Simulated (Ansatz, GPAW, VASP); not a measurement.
## CdS: 4 runs at one level of theory

```
Cd S
1.0
     0.00000    2.91650    2.91650
     2.91650    0.00000    2.91650
     2.91650    2.91650    0.00000
Cd S
1 1
Direct
  0.00000 0.00000 0.00000
  0.75000 0.75000 0.75000
```

Alike in all runs: task single point; functional RPBE; k mesh 8 × 8 × 8; occupations gaussian, width 0.05 eV; no spin polarisation; no spin-orbit coupling. Pressure is positive in compression and, in plane waves, holds the error of the finite cutoff, which Ansatz's Pulay term estimates and takes out.

| program and potentials | plane-wave cutoff (eV) | notes | band gap (eV) | pressure (GPa) |
| --- | --- | --- | --- | --- |
| Ansatz, Ansatz PAW | 420 | potentials made for PBE, which Ansatz adapts in part; 13 valence electrons an atom on average; Pulay term of +0.04 GPa included | 1.33 | 5.09 |
| Ansatz, all-electron LAPW, scalar-relativistic | - | - | 1.33 | 5.13 |
| VASP, PBE PAW files Cd, S, 520 eV | 520 | potentials made for PBE; 9 valence electrons an atom on average | 1.33 | 5.43 |
| GPAW, the program's PAW data sets (release 1.2.1) made for this functional | 600 | 9 valence electrons an atom on average | 1.31 | 4.85 |

The band gap spans 1.31 (GPAW, the program's PAW data sets (release 1.2.1) made for this functional) to 1.33 eV (VASP, PBE PAW files Cd, S, 520 eV), with all-electron results at 1.33. The pressure spans 4.85 (GPAW, the program's PAW data sets (release 1.2.1) made for this functional) to 5.43 GPa (VASP, PBE PAW files Cd, S, 520 eV), with all-electron results at 5.13. Some sets were made for another functional than the one run, which can shift their rows.

Differences between rows come from potentials, basis sets and numerical settings, since the functional is the same but for its coding. Runs on potential files found faulty are left out.

The gap of zinc-blende CdS is practically independent of the potentials, whereas the pressure, which depends on how the total energy changes with volume, separates them more clearly. All four runs place the crystal under compression, so RPBE favours a larger cell than the one used. This fits the functional's strong gradient enhancement, which weakens bonding and typically makes lattices too large.

The gap lies well below the known experimental value. Because the all-electron result shares this error, it belongs to the functional: a semilocal Kohn-Sham gap lacks the derivative discontinuity, and Cd 4d states placed too high push the S 3p valence-band top upwards through p-d repulsion. Spin-orbit coupling would split that band top and narrow the gap further.

The VASP and GPAW pressures deviate from the all-electron value in opposite directions despite equal valence counts, so the count alone cannot explain the scatter; the construction of the potentials probably contributes. The relative stability of zinc-blende and wurtzite CdS remains untested.
